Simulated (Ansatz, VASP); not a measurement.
## W in VASP and in Ansatz

```
W
1.0
     0.00000   -1.99913   -1.99913
     0.00000    1.99913   -1.99913
     3.99825    0.00000    0.00000
W
2
Direct
  0.50000 0.50000 0.48639
  0.00000 0.00000 0.01361
```

Change from the starting cell: mode 4 frozen in at +0.000 Å and mode 6 at -0.054 Å (largest displacements).

Alike in both runs: task single point; functional PBEsol; k mesh 16 × 16 × 12; occupations gaussian, width 0.15 eV; no spin polarisation.

```csv
,VASP,Ansatz
version,VASP 6.6.1,Ansatz 0.2.0
potentials or method,"VASP PAW PBE potentials, release 64 (W_sv)","scalar-relativistic, plane waves, PAW"
plane-wave cutoff (eV),520,420
valence electrons in the cell,28,28
```

Ansatz gave:

* gap on the k mesh at the Fermi level (eV): none
* pressure (GPa): 1.5
* largest component of the traceless stress (GPa): 3.89
* rms of the force components (eV/Å): 0.953

Problem. What did VASP give for the same quantities?

Solution. gap on the k mesh at the Fermi level (eV): none; pressure (GPa): 2.2; largest component of the traceless stress (GPa): 3.91; rms of the force components (eV/Å): 0.963.

Atom by atom the forces differ by 0.010 eV/Å (rms over components). A gap of «none» marks a metal or a gap that the smearing closes. Ansatz warned: «pseudo_functional_mismatch».

Caveats: the PAW data sets were made with another functional, which shifts forces and pressure a little (VASP). Spin-orbit coupling is left out, which matters for the levels of W.
